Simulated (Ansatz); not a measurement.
## InSe: competing structures

Method: DFT r2SCAN, scalar-relativistic, plane waves, PAW in Ansatz. All cells share a 500 eV cutoff and Γ-centred k meshes spaced at most 0.3 Å⁻¹ (0.19 for metals, 2π included).

All energies are static (0 K, no zero-point motion). Only the structures computed here compete, so a lower one can exist. For metals, differences of a few meV/atom aren't resolved. Weakly bound directions are ill-defined at this level, which has no dispersion term (InSe P6_3/mmc, InSe R3m, InSe P-6m2, InSe C2/m). No run is spin-polarised.

| # | started from | space group | atoms | V (Å³/atom) | ΔE (meV/atom) | gap on mesh (eV) |
| --- | --- | --- | --- | --- | --- | --- |
| 1 | database cell | P6_3/mmc (No. 194) | 8 | 30.9 | 0 | 0.94 |
| 2 | database cell | R3m (No. 160) | 4 | 30.7 | 0 | 0.92 |
| 3 | database cell | P-6m2 (No. 187) | 8 | 30.8 | 0 | 0.93 |
| 4 | database cell | C2/m (No. 12) | 4 | 28.5 | 31 | 1.53 |
| 5 | FeSi (B20) type, changed | Fm-3m (No. 225) | 2 | 25.1 | 132 | 0.00 |
| 6 | wurtzite type | P6_3mc (No. 186) | 4 | 31.5 | 270 | 0.00 |
| 7 | caesium chloride type | Pm-3m (No. 221) | 2 | 23.3 | 425 | 0.00 |
| 8 | CoSn type | P6/mmm (No. 191) | 6 | 27.0 | 471 | 0.00 |

The first two are tied within the noise. The first: Space group P6_3/mmc (No. 194), hexagonal, a = 4.045 Å, c = 17.429 Å. Around In lie 3 Se at 2.65 Å and 1 In at 2.80 Å; Se is coordinated by 3 In at 2.65 Å. Its energy against the elements is -0.672 eV/atom. The zero of energy is the lowest elemental structures computed at the same level; no fitted shifts are applied.

```
In Se
1.0
     4.04485    0.00000    0.00000
    -2.02242    3.50294    0.00000
     0.00000    0.00000   17.42851
In Se
4 4
Direct
  0.33333 0.66667 0.16973
  0.66667 0.33333 0.66973
  0.33333 0.66667 0.33027
  0.66667 0.33333 0.83027
  0.33333 0.66667 0.59756
  0.66667 0.33333 0.09756
  0.33333 0.66667 0.90244
  0.66667 0.33333 0.40244
```

The second: Space group R3m (No. 160), trigonal, a = 4.044 Å, c = 26.058 Å. In on Wyckoff site a (1 atom of the primitive cell) is coordinated by 3 Se at 2.65 Å and 1 In at 2.80 Å; around In on Wyckoff site a (1 atom of the primitive cell) lie 3 Se at 2.65 Å and 1 In at 2.80 Å; Se on Wyckoff site a (1 atom of the primitive cell) is coordinated by 3 In at 2.65 Å; Se on Wyckoff site a (1 atom of the primitive cell) has 3 In at 2.65 Å.